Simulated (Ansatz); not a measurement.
# What DFT gives for TaAs

```yaml
crystal:
  lattice:
    - [0.00000, 3.45444, 0.00000]
    - [3.45444, 0.00000, 0.00000]
    - [1.72722, 1.72722, -5.90782]
  atoms:
    - { symbol: Ta, position: [0.00000, 0.00000, 0.00000] }
    - { symbol: Ta, position: [0.75000, 0.25000, 0.50000] }
    - { symbol: As, position: [0.50000, 0.50000, 0.00000] }
    - { symbol: As, position: [0.25000, 0.75000, 0.50000] }
```

Single point in Ansatz 0.2.0 with r2SCAN, no spin polarisation. Cutoff 500 eV, PAW datasets, 10×10×10 Γ-centred k mesh, fermi-dirac filling (width 0.035 eV).

**Question.** Is it stable against the elements?

**Answer.** 0.25 eV an atom against the elements' usual phases (free molecules for gases, crystals otherwise, with no correction for O₂ or N₂), so at this geometry it isn't bound against them. Relaxing would lower it.

**Question.** Is the cell too large or too small?

**Answer.** The pressure is 13.9 GPa (compression positive), so with the atoms held at these fractions the cell would first expand. The principal stresses -13.0, 27.4, 27.4 GPa differ, so its shape would change too.

**Question.** What happens at the Fermi level?

**Answer.** It is a metal, with about 2.3 states/eV a cell as the mean within 0.25 eV of the Fermi level, mostly Ta d (74 %) and As p (20 %).

**Question.** What do density and ELF say about some of the short contacts?

**Answer.** Ta–As at 2.44 Å: least valence density 0.55 e/Å³ and ELF 0.39 there. Both are smooth PAW fields, read partly inside the augmentation spheres.

**Question.** Which element gives electrons and which takes them?

**Answer.** Bader charges in e: Ta +1.07, As -1.07. In the mean Ta gives up most and As takes most.

Origin: a known structure type with other elements, at an estimated volume, so it need not be a known compound. Caveats: many states at the Fermi level without spin polarisation, so a magnetic state may lie lower.
